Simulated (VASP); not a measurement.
# BeTe: excitons from the Bethe-Salpeter equation, part 3 of 3

Aim: the optical spectrum of BeTe with the electron-hole interaction. The cell is of the zinc-blende type, one of the forms listed for this formula. The start is a computed cell from the Materials Project.

VASP 6.6.1, plane waves and PAW; the level of theory is named at each step.

So far, lowest excitation (eV): step 5 (BSE, Tamm-Dancoff) 4.32.

## 6. Without the electron-hole attraction

This step: BSE on G0W0 on PBE, without the electron-hole attraction; plane waves and PAW (Be_GW, Te_GW) (VASP 6.6.1).

LADDER = .FALSE. removes the attraction and keeps the local fields, which shows what the attraction does.

The input, INCAR:

```
SYSTEM = BeTe
PREC = Accurate
ENCUT = 300
ISMEAR = 0
SIGMA = 0.01
LREAL = .FALSE.
GGA = PE
NBANDS = 104
ALGO = BSE
NBANDSO = 4
NBANDSV = 4
OMEGAMAX = 25
NEDOS = 1000
CSHIFT = 0.1
PRECFOCK = Fast
LWAVE = .FALSE.
LCHARG = .FALSE.
ENCUTGW = 100
ANTIRES = 0
LADDER = .FALSE.
```

The input, POSCAR:

```
BeTe
1.0
    0.0000000000      2.8314587876      2.8314587876
    2.8314587876      0.0000000000      2.8314587876
    2.8314587876      2.8314587876      0.0000000000
Be Te
1 1
Direct
    0.0000000000      0.0000000000      0.0000000000
    0.7500000000      0.7500000000      0.7500000000
```

The input, KPOINTS:

```
Automatic mesh
0
Gamma
6 6 6
0 0 0
```

Potentials, in the order of the species: Be_GW and Te_GW (PBE family, release 64).

Command:

```sh
mpirun -np 8 vasp_std
```

Output:

```text
[banner, memory and clock lines left out]
 LDA part: xc-table for (Slater+PW92), standard interpolation
 found WAVECAR, reading the header
 POSCAR, INCAR and KPOINTS ok, starting setup
 FFT: planning ... GRIDC
 FFT: planning ... GRID_SOFT
 FFT: planning ... GRID
 reading WAVECAR
 the WAVECAR file was read successfully
 initial charge from wavefunction
 available memory per node:     34.33 GB, setting MAXMEM to     35157

 Doing            0  frequencies on each core in blocks of            0
 parallelization over k-points
 Using distributed matrix
 Using distributed eigensolver
 allocating two-electron 4 orbital integral table    4    4    4    4
 BSE setting up matrix
 available memory per node:     34.21 GB, setting MAXMEM to     35035
 Calculate matrix elements of the BSE Hamiltonian:
 Workload is divided into blocks of two-electron 4 orbital integrals computed in
  parallel.
 Each block/integral has dimensions  of (   4,   4,   4,   4) orbitals
 Total number of blocks/integrals:                23436
 Number of spins:                                     1
 Number of kpoints:                                 216
 Spin channel:                                        1
  Number of blocks of unoccupied bands:               1
  Number of blocks of occupied bands:                 1
 Number of rows/columns of blocks:                  216

                                                        Time (sec)
               Integrals                 Ranks       Real         CPU
  [         1 -       1728/     23436]     8         0.22        0.00
  [      1729 -       3456/     23436]     8         0.43        0.00
  [      3457 -       5184/     23436]     8         0.66        0.00
  [      5185 -       6912/     23436]     8         0.88        0.00
  [      6913 -       8640/     23436]     8         1.09        0.00
  [      8641 -      10368/     23436]     8         1.31        0.00
  [     10369 -      12096/     23436]     8         1.52        0.00
  [     12097 -      13824/     23436]     8         1.74        0.00
  [     13825 -      15552/     23436]     8         1.96        0.00
  [     15553 -      17280/     23436]     8         2.17        0.00
  [     17281 -      19008/     23436]     8         2.40        0.00
  [     19009 -      20736/     23436]     8         2.62        0.00
  [     20737 -      22464/     23436]     8         2.84        0.00
  [     22465 -      23328/     23436]     8         2.95        0.00
  [     23329 -      23436/     23436]     8         2.98        0.00

[... 7 parts as in an earlier step ...]
```

The job ended after 7.2 s (8 MPI ranks of Intel Xeon 6975P-C (Granite Rapids), shared host; peak memory 2 GiB; 53 s of CPU time).

From OUTCAR (step 6):

```text
   NELECT =       8.0000    total number of electrons

 E-fermi :   5.4403

[... 8 parts as in an earlier step ...]

[... 2 further parts left out ...]
```

Numbers from this step:

* lowest excitation: 4.603 eV

The imaginary dielectric function, xx has structure finer than the step of the table below, so its rows give means over 0.5 eV, whole bins alone (the curve runs from 0 to 25 eV). Peaks (eV: height): 5.06: 14.1, 6.01: 40.1, 6.56: 11.0, 9.08: 10.9.

From 4 filled and 4 empty bands alone, without any pair above OMEGAMAX = 25 eV, so strength is missing wherever others contribute; lines are broadened by CSHIFT, which also makes the tail under the first line. Imaginary dielectric function, xx against photon energy; means over each step:

```csv
photon energy (eV),"imaginary dielectric function, xx"
0.5,0.0147
1.0,0.0308
1.5,0.0500
2.0,0.0752
2.5,0.111
3.0,0.170
3.5,0.281
4.0,0.581
4.5,3.12
5.0,11.7
5.5,12.7
6.0,27.2
6.5,8.38
7.0,5.41
7.5,4.89
8.0,6.90
8.5,9.54
9.0,9.38
9.5,3.35
10.0,1.73
10.5,2.14
11.0,0.829
11.5,1.10
12.0,1.68
12.5,1.19
13.0,0.862
13.5,1.10
14.0,0.546
14.5,0.134
15.0,0.0910
15.5,0.133
16.0,0.130
16.5,0.0696
17.0,0.132
17.5,0.193
18.0,0.102
18.5,0.119
19.0,0.146
19.5,0.144
20.0,0.247
20.5,0.0316
21.0,0.0288
21.5,0.0125
22.0,0.00937
22.5,0.00796
23.0,0.00704
23.5,0.00630
24.0,0.00571
24.5,0.00523
```

The lowest excitation lies at 4.603 eV, +287 meV against the Tamm-Dancoff singlet. It is dark; the first state with over 2 % of the strongest strength among the lowest 40 lies at 4.606 eV. Peak heights aren't converged with the mesh, least of all at the onset.

## 7. Independent quasiparticles

This step: BSE on G0W0 on PBE, independent quasiparticles; plane waves and PAW (Be_GW, Te_GW) (VASP 6.6.1).

With LADDER and LHARTREE off the pairs don't interact at all, so the lowest line must equal the direct gap.

INCAR, as its differences from that of step 6:

```diff
@@ -20 +20,2 @@
 LADDER = .FALSE.
+LHARTREE = .FALSE.
```

POSCAR is that of step 6.

KPOINTS is that of step 6.

Command:

```sh
mpirun -np 8 vasp_std
```

Output:

```text
[banner, memory and clock lines left out]
 LDA part: xc-table for (Slater+PW92), standard interpolation
 found WAVECAR, reading the header
 POSCAR, INCAR and KPOINTS ok, starting setup
 FFT: planning ... GRIDC
 FFT: planning ... GRID_SOFT
 FFT: planning ... GRID
 reading WAVECAR
 the WAVECAR file was read successfully
 initial charge from wavefunction
 available memory per node:     33.91 GB, setting MAXMEM to     34719

 Doing            0  frequencies on each core in blocks of            0
 parallelization over k-points
 Using distributed matrix
 Using distributed eigensolver
 allocating two-electron 4 orbital integral table    4    4    4    4
 BSE setting up matrix
 available memory per node:     33.82 GB, setting MAXMEM to     34634
 Calculate matrix elements of the BSE Hamiltonian:
 Workload is divided into blocks of two-electron 4 orbital integrals computed in
  parallel.
 Each block/integral has dimensions  of (   4,   4,   4,   4) orbitals
 Total number of blocks/integrals:                23436
 Number of spins:                                     1
 Number of kpoints:                                 216
 Spin channel:                                        1
  Number of blocks of unoccupied bands:               1
  Number of blocks of occupied bands:                 1
 Number of rows/columns of blocks:                  216

                                                        Time (sec)
               Integrals                 Ranks       Real         CPU
  [         1 -       1728/     23436]     8         0.04        0.00
  [      1729 -       3456/     23436]     8         0.07        0.00
  [      3457 -       5184/     23436]     8         0.11        0.00
  [      5185 -       6912/     23436]     8         0.15        0.00
  [      6913 -       8640/     23436]     8         0.18        0.00
  [      8641 -      10368/     23436]     8         0.22        0.00
  [     10369 -      12096/     23436]     8         0.25        0.00
  [     12097 -      13824/     23436]     8         0.29        0.00
  [     13825 -      15552/     23436]     8         0.32        0.00
  [     15553 -      17280/     23436]     8         0.36        0.00
  [     17281 -      19008/     23436]     8         0.39        0.00
  [     19009 -      20736/     23436]     8         0.43        0.00
  [     20737 -      22464/     23436]     8         0.46        0.00
  [     22465 -      23328/     23436]     8         0.48        0.00
  [     23329 -      23436/     23436]     8         0.49        0.00

[... 7 parts as in an earlier step ...]
```

Run time: 4.2 s. Hardware: 8 MPI ranks; peak memory 2 GiB; 29 s of CPU time.

Parts of OUTCAR (step 7):

```text
   NELECT =       8.0000    total number of electrons

 E-fermi :   5.4403

[... 8 parts as in an earlier step ...]

[... 2 further parts left out ...]
```

Numbers from this step:

```yaml
lowest_excitation: 4.601 eV
```

The imaginary dielectric function, xx has structure finer than the step of the table below, so its rows give means over 1 eV, whole bins alone (the curve runs from 0 to 25 eV). Peaks (eV: height): 5.1: 17.3, 5.9: 41.3, 6.6: 11.6, 8.2: 12.4.

From 4 filled and 4 empty bands alone, without any pair above OMEGAMAX = 25 eV, so strength is missing wherever others contribute; lines are broadened by CSHIFT, which also makes the tail under the first line. Imaginary dielectric function, xx against photon energy; means over each step:

photon energy (eV), imaginary dielectric function, xx and a bar:
```
        1        0.0 
        2        0.1 
        3        0.2 
        4        1.0 #
        5       12.6 #################
        6       22.1 ##############################
        7        6.4 #########
        8        8.7 ############
        9        4.1 ######
       10        1.0 #
       11        0.5 #
       12        0.7 #
       13        0.5 #
       14        0.2 
       15        0.1 
       16        0.1 
       17        0.1 
       18        0.0 
       19        0.0 
       20        0.0 
       21        0.0 
       22        0.0 
       23        0.0 
       24        0.0
```

The lowest excitation lies at 4.601 eV, +285 meV against the Tamm-Dancoff singlet. Peak heights aren't converged with the mesh, least of all at the onset.

## 8. Summary

This step: BSE on G0W0 on PBE; plane waves and PAW (VASP 6.6.1).

Derived from the runs above.

Cost is wall time times ranks on a shared host, for this step alone, without the steps before it. Excitations by level:

```csv
level,first excitation (eV),cost (core minutes)
"BSE, Tamm-Dancoff",4.316,1.33
without the electron-hole attraction,4.603,0.96
independent quasiparticles,4.601,0.56
```

## 9. Results

| Property | Result |
| --- | --- |
| BSE, Tamm-Dancoff | lowest vertical excitation 4.316 eV; direct gap 4.601 eV |
| without the electron-hole attraction | lowest vertical excitation 4.603 eV; direct gap 4.601 eV |
| independent quasiparticles | lowest vertical excitation 4.601 eV; direct gap 4.601 eV |

The Bethe-Salpeter equation puts the lowest vertical singlet excitation at 4.316 eV, 0.29 eV below the direct gap of 4.601 eV; the states within 10 meV of it carry 0 % of the strength of the strongest such group among the lowest 40 states. The attraction moves the centre of weight of eps2 xx over the computed range by -1.42 eV against the run without the attraction, a shift that holds the same mesh error. The binding energy was not obtained: in a well-screened crystal the exciton spreads over many cells, and on this mesh its distance from the gap is set by the mesh and is far too large. On such a mesh the heights of single peaks aren't converged either. Bands, response cutoff and mesh of the GW step weren't tested in this session. Only vertical pairs enter; the least gap on the mesh is indirect, 2.760 eV, and its phonon-assisted absorption is absent. Only the bands set by NBANDSO and NBANDSV form pairs, and any pair above OMEGAMAX = 25 eV is dropped, so the spectrum is that of this window; the window can cut degenerate bands. Spin-orbit coupling is left out; with Te in the cell it can split or shift band edges, by an amount that depends on which atoms form them and isn't tested here. Not tabulated here, as repeats of values shown or as unfit to read for their mesh, reference level or band range: eps2 curves (empty bands); eps1 curves and static values (BSE, empty bands, independent quasiparticles, without the electron-hole attraction); exciton binding energies (BSE); line lists of runs without attraction (independent quasiparticles, without the electron-hole attraction).

Comparison with the measured values:

| quantity | measured | PBE | G0W0 on PBE |
| --- | --- | --- | --- |
| band gap (least gap) (eV) | 2.7 | 2.01 (-0.69 eV) | 2.76 (+0.06 eV) |

Measured values from arxiv:cond-mat/9712266 (1997).

How well it matches: For the band gap, of the levels listed nearest comes G0W0 on PBE (+0.06 eV) and farthest PBE (-0.69 eV). Spin-orbit coupling, left out here, can change the gap with such heavy elements. Zero-point and thermal motion shift the measured gap. No cell relaxation is part of this session.

[Lines on the potential files, build, host, timing and source positions are cut from VASP's logs without a mark.]

[Logs are printed without paths, hosts, clocks, repeated set-up lines and the standing remarks that a program may print on its own settings, such as how far it seeks lower states.]

[Hosts, paths, dates, database ids (printed as entryN), source tags and the programs' standing remarks are cut or masked in the printed files.]

[Pressures printed for these runs are not shown converged in the cutoff: they can be off by several GPa and have the wrong sign.]
